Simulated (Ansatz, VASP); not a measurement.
## Two plane-wave programs on SnO2

```xyz
3
Lattice="1.5252 0.8805 4.4104 -1.5252 0.8805 4.4104 0.0000 -1.7611 4.4104" Properties=species:S:1:pos:R:3 pbc="T T T"
Sn    0.0000    0.0000    6.6155
O     0.0000    0.0000    3.1945
O     0.0000    0.0000   10.0366
```

Alike in both runs: task single point; functional PBEsol; k mesh 12 × 12 × 12; occupations gaussian, width 0.05 eV; no spin polarisation.

```csv
,VASP,Ansatz
version,VASP 6.6.1,Ansatz 0.2.0
potentials or method,"VASP PAW PBE potentials, release 64 (Sn_d, O)","scalar-relativistic, plane waves, PAW"
plane-wave cutoff (eV),520,520
valence electrons in the cell,26,26
```

Ansatz gave:

| Item | Value |
| --- | --- |
| gap on the k mesh at the Fermi level (eV) | 2.91 |
| least direct gap on the mesh (eV) | 3.11 |
| pressure (GPa) | 26.7 |
| largest component of the traceless stress (GPa) | 13.04 |
| rms of the force components (eV/Å) | 0.617 |

Q: What did VASP give for the same quantities?

A: gap on the k mesh at the Fermi level (eV): 2.89; least direct gap on the mesh (eV): 3.10; pressure (GPa): 27.9; largest component of the traceless stress (GPa): 13.71; rms of the force components (eV/Å): 0.661.

Atom by atom the forces differ by 0.044 eV/Å (rms over components). Ansatz warned: «pseudo_functional_mismatch».

Caveats: so large a pressure means that the cell lies far from this level's equilibrium, or that cutoff or potentials fall short (VASP); the potentials were made for another functional, which shifts forces and pressure (VASP); spin-orbit coupling is left out, which moves the levels of the heavy elements. A hybrid or GW would open this gap; PBEsol tends to underestimate it. A k mesh can miss the band edges.
